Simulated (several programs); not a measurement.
## What each method gives for Na2S (antifluorite)

Na2S (antifluorite), relaxed with r2SCAN in Ansatz, was computed with several methods. Space group Fm-3m (No. 225), cubic; conventional cell a = 6.511 Å, 23.00 Å³ an atom. S has 8 Na at 2.82 Å; Na has 4 S at 2.82 Å. Calculated for a static, non-magnetic cell.

Space group Fm-3m (No. 225). a = 6.511 Å, b = 6.511 Å, c = 6.511 Å, α = 90.00°, β = 90.00°, γ = 90.00°
```csv
atom,site,symmetry,x,y,z
S,4a,m-3m,0.0000,0.0000,0.0000
Na,8c,-43m,0.2500,0.7500,0.7500
```

Gaps and times are for a single point on this cell; volume and bulk modulus come from each method's own relaxation or energy curve at fixed shape. Times are rough, from shared hosts (Intel Xeon Platinum 8259CL CPU @ 2.50GHz; NVIDIA H100 80GB HBM3), and each method has its own mesh and cell size. A dagger marks a closed or tiny gap in a crystal that DFT finds insulating: a failure of the method or a wrong SCF state. PM6 (MOPAC), PM7 (MOPAC), GFN1-xTB (tblite), GFN2-xTB (tblite) treat a cluster of cells at its zone centre, which samples few k points: where these miss a band edge, the gap comes out too large for that reason alone. Gaps from k meshes are read at a limited set of points (mesh, symmetry points, PBE's band edges), so each method's own least gap may be somewhat smaller. xTB and the PM methods were fitted mostly to molecules, and can miss a solid's gap by electronvolts. Minimal bases can be far off for gaps. Times of the plane-wave ladder aren't listed, since it ran on unlike processors and cards. GLLB-SC's gap includes the derivative discontinuity. G0W0 is at finite bands, cutoff and mesh. d marks a direct gap, i an indirect one (no mark: not told apart), a dash a value that wasn't computed or didn't pass its checks.

```csv
method,kind,gap (eV),own volume (Å³/atom),bulk modulus (GPa),atoms computed,processor time
light PBE (260 eV and a coarse mesh),light plane-wave,2.53 d,–,–,3,0.87 s
PBE,semilocal,2.53 d,23.61,28,3,–
GFN1-xTB (DFTB+),tight binding,6.87 d,–,–,3,4.1 s
r2SCAN,semilocal,3.09 d,23.00,31,3,–
PM7 (MOPAC),semi-empirical,8.98,–,–,cluster,9.2 s
GFN1-xTB (tblite),tight binding,0.00†,23.53,22,cluster,11 s
PM6 (MOPAC),semi-empirical,8.30,–,–,cluster,13 s
GLLB-SC (GPAW),model potential,5.68,–,–,3,14 s
G0W0@r2SCAN (180 eV screening cutoff),many-body,4.57,–,–,3,–
GFN2-xTB (tblite),tight binding,0.05†,–,–,cluster,20 s
G0W0@PBE (260 eV screening cutoff),many-body,4.24,–,–,3,–
PBE/SZV (CP2K),small basis,0.17 d,–,–,3,26 s
PBE/DZVP (CP2K),small basis,2.47 d,–,–,3,38 s
G0W0@HSE06 (180 eV screening cutoff),many-body,4.81,–,–,3,–
PBE/single zeta (GPAW),small basis,2.39 d,–,–,3,51 s
G0W0@PBE0 (180 eV screening cutoff),many-body,5.05,–,–,3,–
PBE0,hybrid,4.20 d,–,–,3,–
HSE06,hybrid,3.53 d,–,–,3,–
```

Against HSE06 (3.53 eV) and with closed or daggered gaps left aside, the nearest gap at the points sampled is that of r2SCAN (-0.44 eV) and the farthest that of PM7 (MOPAC) (+5.45 eV). HSE06 is only a yardstick of convenience, and nearness to it can be luck.

Volumes against r2SCAN's: PBE +2.6 %, GFN1-xTB (tblite) +2.3 %.

The two programs disagree on GFN1-xTB's gap by more than sampling explains, so neither value is safe.
